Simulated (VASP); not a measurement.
# CdS (Greenockite) (P6_3mc) in VASP: further runs, part 2 of 2

VASP 6.6.1. Earlier steps stand in the parts before.

**4. Dielectric tensor, PBE**

INCAR

```
PREC     = Accurate       # precision mode
ENCUT    = 500            # plane-wave cutoff, eV
EDIFF    = 1E-8           # SCF threshold, eV
ISMEAR   = 0              # smearing method
SIGMA    = 0.01           # smearing width, eV
LREAL    = F              # projectors in reciprocal space
LASPH    = T              # aspherical terms in the spheres
NELM     = 100            # most SCF steps
ALGO     = Normal         # electronic algorithm
ISIF     = 2              # what is computed and relaxed
LWAVE    = F              # write WAVECAR
LCHARG   = F              # write CHGCAR
GGA      = PE             # functional
LEPSILON = T              # dielectric tensor by DFPT
```

KPOINTS

```
regular mesh
0
Gamma
  11 11 6
```

POSCAR

```
CdS
1.0
    4.1500000000      0.0000000000      0.0000000000
   -2.0750000000      3.5940054257      0.0000000000
    0.0000000000      0.0000000000      6.7370000000
Cd S
2 2
Direct
    0.6666666667      0.3333333333      0.5000000000
    0.3333333333      0.6666666667      0.0000000000
    0.6666666667      0.3333333333      0.8750000000
    0.3333333333      0.6666666667      0.3750000000
```

Potentials or basis: VASP PAW PBE potentials, release 64 (Cd, S).

Run with:

```sh
$ cat potpaw_PBE.64/Cd/POTCAR potpaw_PBE.64/S/POTCAR > POTCAR
$ mpirun -np 1 vasp_std > vasp.out
```

OUTCAR:

```text
PREC = Accurate
   ENCUT = 500
   EDIFF = 1E-8
   ISMEAR = 0
   LREAL = F
   LASPH = T
   NELM = 100
   ISIF = 2
   GGA = PE
   LEPSILON = T

 Found     64 irreducible k-points:

 Following reciprocal coordinates:
            Coordinates               Weight
  0.000000  0.000000  0.000000      1.000000
  0.090909  0.000000  0.000000      6.000000
  0.181818 -0.000000  0.000000      6.000000
  0.272727  0.000000  0.000000      6.000000
  0.363636  0.000000  0.000000      6.000000
  0.454545 -0.000000  0.000000      6.000000
   k-points           NKPTS =     64   k-points in BZ     NKDIM =     64   number of bands    NBANDS=     22
   number of dos      NEDOS =    301   number of ions     NIONS =      4
   total plane-waves  NPLWV =  45000
   dimension x,y,z NGX =    30 NGY =   30 NGZ =   50
   dimension x,y,z NGXF=    60 NGYF=   60 NGZF=  100
[... 294 lines left out ...]
          -0.000000     6.029159     0.000000
           0.000000     0.000000     6.129941
 ------------------------------------------------------

 PIEZOELECTRIC TENSOR (including local field effects)  for field in x, y, z        (e  Angst)
          XX          YY          ZZ          XY          YZ          ZX
  --------------------------------------------------------------------------------
  x     0.00000     0.00000     0.00000    -0.00000     0.00000     2.14637
  y    -0.00000     0.00000     0.00000     0.00000     2.14637     0.00000
  z     2.11321     2.11321    -4.20887     0.00000     0.00000    -0.00000

 PIEZOELECTRIC TENSOR (including local field effects)  for field in x, y, z        (C/m^2)
          XX          YY          ZZ          XY          YZ          ZX
  --------------------------------------------------------------------------------
  x     0.00000     0.00000     0.00000    -0.00000     0.00000     0.34223
  y    -0.00000     0.00000     0.00000     0.00000     0.34223     0.00000
  z     0.33695     0.33695    -0.67109     0.00000     0.00000    -0.00000

 BORN EFFECTIVE CHARGES (including local field effects) (in |e|, cummulative output)
 ---------------------------------------------------------------------------------
 ion    1
    1     2.14367     0.00000    -0.00000
    2     0.00000     2.14367     0.00000
    3     0.00000    -0.00000     2.23173
 ion    2
    1     2.14367     0.00000    -0.00000
    2     0.00000     2.14367     0.00000
    3     0.00000     0.00000     2.23173
 ion    3
    1    -2.14367    -0.00000    -0.00000
    2    -0.00000    -2.14367     0.00000
    3     0.00000    -0.00000    -2.23173
 ion    4
    1    -2.14367     0.00000    -0.00000
    2    -0.00000    -2.14367     0.00000
    3    -0.00000     0.00000    -2.23173
```

OSZICAR:

```text
N       E                     dE             d eps       ncg     rms          rms(c)
DAV:   1     0.246980532535E+03    0.24698E+03   -0.17486E+04  2824   0.146E+03
[... 12 lines left out ...]
RMM:   6    -0.153576753953E+01   -0.46083E-02   -0.33565E-04  4482   0.910E-02    0.223E-02
RMM:   7    -0.153738676871E+01   -0.16192E-02   -0.33532E-05  4508   0.328E-02    0.534E-03
RMM:   8    -0.153770700916E+01   -0.32024E-03   -0.38985E-06  4473   0.107E-02    0.219E-03
RMM:   9    -0.153787508113E+01   -0.16807E-03    0.28895E-06  4305   0.485E-03    0.623E-04
RMM:  10    -0.153789881893E+01   -0.23738E-04    0.63402E-06  4781   0.128E-03    0.180E-04
RMM:  11    -0.153790242955E+01   -0.36106E-05    0.78262E-06  4333   0.485E-04    0.590E-05
RMM:  12    -0.153790095136E+01    0.14782E-05   -0.10006E-06  3462   0.147E-04    0.245E-05
RMM:  13    -0.153789979333E+01    0.11580E-05   -0.15367E-07  2601   0.101E-04    0.688E-06
```

stdout:

```text
POSCAR found type information on POSCAR CdS
 POSCAR found :  2 types and       4 ions
 scaLAPACK will be used
 LDA part: xc-table for (Slater+PW92), standard interpolation
 POSCAR, INCAR and KPOINTS ok, starting setup
 FFT: planning ... GRIDC
 FFT: planning ... GRID_SOFT
 FFT: planning ... GRID
 WAVECAR not read
 entering main loop
 Linear response reoptimize wavefunctions to high precision
 Linear response G [H, r] |phi>, progress :
  Direction:   1
 Linear response G [H, r] |phi>, progress :
  Direction:   2
 Linear response G [H, r] |phi>, progress :
  Direction:   3
 Linear response to external field (no local field effect), progress :
  Direction:   1
 dielectric tensor                  component  1 :     5.620    -1.810    -0.481
 Linear response to external field (no local field effect), progress :
  Direction:   2
 dielectric tensor                  component  2 :    -1.810     7.152    -0.455
 Linear response to external field (no local field effect), progress :
  Direction:   3
 dielectric tensor                  component  3 :    -0.481    -0.454     6.459
 Linear response to external field, progress :
  Direction:   1
 dielectric tensor                  component  1 :     6.029    -0.340     0.000
 Linear response to external field, progress :
  Direction:   2
 dielectric tensor                  component  2 :    -0.735     6.029    -0.000
 Linear response to external field, progress :
  Direction:   3
 dielectric tensor                  component  3 :    -0.488    -0.461     6.130
 Born effective charges drift removed
```

It took 16 min on 1 thread of Intel Xeon 6975P-C (Granite Rapids), shared host; peak memory 0.94 GiB.

These settings aren't checked as converged: the numbers below hold their error.

Results:

```
Band gap on the k mesh                  : 1.20 eV, direct
Electronic dielectric tensor (diagonal) : 6.03, 6.03, 6.13
Born charges (mean of the diagonal)     : Cd +2.17; S -2.17 e
```

Caveat: an odd mesh through Γ misses points on the zone boundary, where band edges often lie.

**5. EvGW0 quasiparticle levels, PBE**

POSCAR is that of step 4.

INCAR.step1

```
PREC = Accurate
ENCUT = 500
EDIFF = 1E-8
ISMEAR = 0
SIGMA = 0.01
LREAL = F
LASPH = T
NELM = 100
ALGO = Normal
LWAVE = T
LCHARG = F
GGA = PE
KPAR = 4
```

INCAR.step2

```
PREC = Accurate
ENCUT = 500
EDIFF = 1E-8
ISMEAR = 0
SIGMA = 0.01
LREAL = F
LASPH = T
NELM = 1
ALGO = Exact
LWAVE = T
LCHARG = F
GGA = PE
NBANDS = 318
LOPTICS = T
ISTART = 1
KPAR = 4
```

INCAR.step3

```
PREC = Accurate
ENCUT = 500
EDIFF = 1E-8
ISMEAR = 0
SIGMA = 0.01
LREAL = F
LASPH = T
ALGO = EVGW0
LWAVE = F
LCHARG = F
GGA = PE
NELMGW = 4
NBANDS = 318
ENCUTGW = 120
NOMEGA = 50
PRECFOCK = Fast
ISTART = 1
NBANDSGW = 26
KPAR = 4
```

KPOINTS

```
regular mesh
0
Gamma
  4 4 2
```

Potentials or basis: VASP PAW PBE potentials, release 64 (Cd_GW, S_GW).

Run with:

```sh
$ cat potpaw_PBE.64/Cd_GW/POTCAR potpaw_PBE.64/S_GW/POTCAR > POTCAR
$ cp INCAR.step1 INCAR
$ mpirun -np 4 vasp_std > vasp.out
$ cp INCAR.step2 INCAR
$ mpirun -np 4 vasp_std > vasp.out
$ cp INCAR.step3 INCAR
$ mpirun -np 4 vasp_std > vasp.out
```

OUTCAR:

```text
PREC = Accurate
   ENCUT = 500
   EDIFF = 1E-8
   ISMEAR = 0
   LREAL = F
   LASPH = T
   GGA = PE
   NELMGW = 4
   ENCUTGW = 120
   PRECFOCK = Fast
   ISTART = 1

 ion  position               nearest neighbor table
   1  0.667  0.333  0.500-   3 2.53   4 2.54   4 2.54   4 2.54
   2  0.333  0.667  0.000-   4 2.53   3 2.54   3 2.54   3 2.54
   3  0.667  0.333  0.875-   1 2.53   2 2.54   2 2.54   2 2.54
   4  0.333  0.667  0.375-   2 2.53   1 2.54   1 2.54   1 2.54

  LATTYP: Found a hexagonal cell.
 ALAT       =     4.1500000000
 C/A-ratio  =     1.6233734940

  Lattice vectors:

 A1 = (   4.1500000000,   0.0000000000,   0.0000000000)
 A2 = (  -2.0750000000,   3.5940054257,   0.0000000000)
 A3 = (   0.0000000000,   0.0000000000,   6.7370000000)

Analysis of symmetry for initial positions (statically):
=====================================================================
 Subroutine PRICEL returns:
 Original cell was already a primitive cell.

 Routine SETGRP: Setting up the symmetry group for a
 hexagonal supercell.

 Subroutine GETGRP returns: Found 12 space group operations
[... 123 lines left out ...]
   IALGO  =     38    algorithm
   IMIX   =      4    mixing-type and parameters
     AMIX     =   0.40;   BMIX     =  1.00
     AMIX_MAG =   1.60;   BMIX_MAG =  1.00
  volume/ion in A,a.u.               =      25.12       169.52
  Fermi-wavevector in a.u.,A,eV,Ry     =   1.162727  2.197236 18.394190  1.351935
  Thomas-Fermi vector in A             =   2.299285
   LORBIT       =      0    0 simple, 1 ext, 2 COOP (PROOUT), +10 PAW based schemes
   GGA     = PE    functional components
   LHFCALC =     T    Hartree Fock is set to
   PRECFOCK=fast      Normal, Fast or Accurate (Low or Medium for compatibility)
   ENCUT4O =  -1.0   cutoff for four orbital integrals eV
   NKREDX  =     1    reduce k-point grid by
   NKREDY  =     1    reduce k-point grid by
   NKREDZ  =     1    reduce k-point grid by
   AEXX    =    1.0000 exact exchange contribution
   HFSCREEN=    0.0000 screening length (either q_TF or 0.3 A-1)
   HFSCREENC=   0.0000 screening length for correlation (either q_TF or 0.3 A-1)
   ENCUTFOCK=  -1.0 apply spherical cutoff to Coloumb kernel
   IVDW    =     0    specifies the selected vdW correction
   LEPSILON=     F    determine dielectric tensor
   LRPA    =     F    only Hartree local field effects (RPA)
   LRPAFORCE           =     F    calculate RPA forces
   ENCUTGW             = 120.0    cutoff for response function in eV
   ENCUTGWSOFT         =  96.0    soft cutoff for Coulomb kernel in GW response function in eV
   ENCUTLF             =  -1.0    cutoff for local field effects
   NELMGW              =     4    number of iterations in solving QP/BSE equation
   NELMHF              =     1    number of iterations in the inner HF iteration
   NKREDLFX            =     1    NKREDLFY  =   1   NKREDLFZ  =   1
 non-spin polarized calculation
 Gauss-broadening in eV      SIGMA  =   0.01
  energy-cutoff  :      500.00
  volume of cell :      100.48
 maximum number of plane-waves:      2567
  NGX = 18; NGY = 18; NGZ = 30
   NGX = 15   NGY = 15   NGZ = 25
 maximum number of plane-waves:       313
 NGX is ok and might be reduce to    18

 QP shifts <psi_nk| G(iteration)W_0 |psi_nk>: iteration 1
 for sc-GW calculations column KS-energies equals QP-energies in previous step
 and V_xc(KS)=  KS-energies - (<T + V_ion + V_H > + <T+V_H+V_ion>^1  + <V_x>^1)

 k-point   1 :       0.0000    0.0000    0.0000
  band No.  KS-energies  QP-energies   sigma(KS)   V_xc(KS)     V^pw_x(r,r')   Z            occupation Imag(sigma)

      1      -9.7565     -10.1352     -13.6068     -12.9962     -20.9043       0.6204       2.0000       1.0777
      2      -9.3297      -9.7603     -14.2570     -13.5777     -21.3968       0.6338       2.0000       1.0185
      3      -5.1442      -6.9195     -17.7448     -15.1863     -22.9334       0.6939       2.0000       0.3340
      4      -5.1219      -6.8956     -17.7555     -15.1955     -22.9446       0.6929       2.0000       0.3316
      5      -5.1219      -6.8956     -17.7555     -15.1955     -22.9446       0.6929       2.0000       0.3316
      6      -5.0364      -6.8321     -17.8405     -15.2585     -23.0036       0.6955       2.0000       0.3273
[... 954 lines left out ...]
     25      11.0795      11.0790      -9.0316      20.1105      -4.3037       0.7469       0.0000      -0.1406
     26      11.0795      11.0790      -9.0316      20.1105      -4.3037       0.7469       0.0000      -0.1406
```

OUTCAR.step1:

```text
PREC = Accurate
   ENCUT = 500
   EDIFF = 1E-8
   ISMEAR = 0
   LREAL = F
[... 412 lines left out ...]
      2.07500      1.19800      3.36850        -0.000000     -0.000000     -0.054651
     -0.00000      2.39600      0.00000         0.000000      0.000000     -0.054651
      2.07500      1.19800      5.89487        -0.000000      0.000000      0.054651
     -0.00000      2.39600      2.52637         0.000000      0.000000      0.054651
 -----------------------------------------------------------------------------------
    total drift:                               -0.000000     -0.000000     -0.000262

  FREE ENERGIE OF THE ION-ELECTRON SYSTEM (eV)
  ---------------------------------------------------
  free  energy   TOTEN  =       -12.3143801621 eV

  energy  without entropy=      -12.3143801621  energy(sigma->0) =      -12.31438016
```

Run time: 11 min. Hardware: 4 MPI ranks of Intel Xeon 6975P-C (Granite Rapids), shared host; peak memory 1.5 GiB.

What came out:

```yaml
Band_gap_on_the_k_mesh_mean-field_level: 1.19 eV, direct
Quasiparticle_gap: 2.18 eV
Least_direct_quasiparticle_gap: 2.18 eV
```

Levels at points of the mesh, in eV from the valence-band top:
| k point | band 15 | band 16 | band 17 | band 18 | band 19 | band 20 | band 21 | band 22 |
| --- | --- | --- | --- | --- | --- | --- | --- | --- |
| (0.00, 0.00, 0.00) | -0.76 | -0.04 | 0.00 | 0.00 | 1.19 | 2.78 | 6.45 | 6.45 |
| (0.50, 0.00, 0.00) | -2.62 | -1.85 | -1.28 | -0.73 | 3.70 | 3.88 | 5.11 | 6.37 |
| (0.00, 0.00, 0.50) | -0.39 | -0.39 | -0.39 | -0.39 | 2.83 | 2.83 | 6.17 | 6.17 |
| (0.50, 0.00, 0.50) | -1.32 | -1.32 | -1.31 | -1.31 | 3.47 | 3.47 | 5.38 | 5.38 |

Quasiparticle gap after each update of the energies (eV): 1.98, 2.14, 2.18, 2.18

Caveat: the k mesh is coarse (spacing up to 0.47 Å⁻¹), so the values aren't converged; bands, screening cutoff and mesh are small and nothing is extrapolated, so the quasiparticle values aren't converged.
